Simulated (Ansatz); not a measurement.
## Ideal shear of a crystal plane in PbS

All numbers below come from DFT PBE+D3(BJ), scalar-relativistic, plane waves, PAW in Ansatz. The runs took a 420 eV cutoff, a Γ-centred 6×8×3 mesh and Gaussian smearing (0.03 eV). Spin–orbit coupling is left out, which can shift energies with elements as heavy as these. No spin polarisation. Energies are free energies at this smearing, counted from the undisturbed cell; pressure is positive in compression.

The undisturbed cell (relaxed at this level):

```
Pb S
1.0
     5.93426    0.00000    0.00000
     0.00000    2.96713   -2.96713
     0.00000    8.90139    8.90139
Pb S
6 6
Direct
  0.00000 0.00000 0.24998
  0.50000 0.50000 0.41665
  0.00000 0.00000 0.58332
  0.50000 0.50000 0.74998
  0.00000 0.00000 0.91665
  0.50000 0.50000 0.08332
  0.50000 0.00000 0.24998
  0.00000 0.50000 0.41665
  0.50000 0.00000 0.58332
  0.00000 0.50000 0.74998
  0.50000 0.00000 0.91665
  0.00000 0.50000 0.08332
```

The cut lies on the cell's a–b face, a (0 1 1) plane (indices in the standard cell, whose axes needn't be the Cartesian ones shown) of area 24.90 Å², between layers 2.10 Å apart. Vector c is tilted by f times 0·a + 1·b (length 4.196 Å) with the atoms' Cartesian places fixed: one unrelaxed fault a cell. The traction is dγ/du, the slope of γ against the slip u in Å. Some rows repeat others by symmetry and weren't run.

| f | γ (mJ/m²) | traction (GPa) |
| --- | --- | --- |
| 0.0000 | 0 | 0.0 |
| 0.1000 | 170 | 8.4 |
| 0.2000 | 745 | 19.3 |
| 0.3000 | 1768 | 28.3 |
| 0.4000 | 2923 | 23.4 |
| 0.5000 | 3458 | 0.0 |
| 0.6000 | 2923 | -23.4 |
| 0.7000 | 1768 | -28.3 |
| 0.8000 | 745 | -19.3 |
| 0.9000 | 170 | -8.4 |

Question: Read off the first barrier and the stress needed to climb it, and compare with Frenkel's sinusoid.

Answer: The first sampled maximum lies at f = 0.500, a slip of 2.10 Å, with γ ≈ 3458 mJ/m², which stands in for the unstable fault energy γ_us, and the steepest sampled slope before it is 28.3 GPa. A sinusoid γ = γ_us sin²(πu/λ) with its maximum there has λ = 4.20 Å and a largest slope πγ_us/λ = 25.9 GPa (1 mJ/m² per Å = 0.01 GPa).

Question: Is there a metastable fault on this line?

Answer: Apart from points where γ returns to about zero, no local minimum shows among the samples, so at this sampling the line offers no fault for a dislocation to split on; a fault can still lie off the line.

The cut is rigid; relaxing the faces lowers these energies and usually the stresses.

Cost: 6 runs of about 5.2 core-minutes in all, on Intel Xeon (Skylake/Cascade Lake) (shared hosts).